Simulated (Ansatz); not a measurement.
Ag: what relativity and spin–orbit coupling change

```yaml
crystal:
  lattice:
    - [2.93000, 0.00000, 0.00000]
    - [-1.46500, 2.53745, 0.00000]
    - [0.00000, 0.00000, 4.79000]
  atoms:
    - { symbol: Ag, position: [0.33333, 0.66667, 0.25000] }
    - { symbol: Ag, position: [0.66667, 0.33333, 0.75000] }
```

Atoms are numbered in the order listed.

The cell is COD entry 1509145, as deposited and not checked against the literature; nothing was relaxed.

One fixed cell is solved with PBE by LAPW (all electrons) in Ansatz 0.2.0 under different relativistic treatments. Pressure is positive in compression.

Numerical set-up: a Γ-centred 14×14×8 k mesh, Fermi–Dirac smearing of 0.05 eV, basis error target 0.25 meV/atom, no spin polarisation.

```
                          setting  P (GPa)
              scalar-relativistic     0.47
                 non-relativistic        ?
         with spin–orbit coupling        ?
scalar-relativistic, point nuclei     0.47
```

Q: What belongs in the row "non-relativistic", column "P (GPa)"?

A: 7.11.

Q: Fill in "P (GPa)" for the row "with spin–orbit coupling".

A: 0.33.
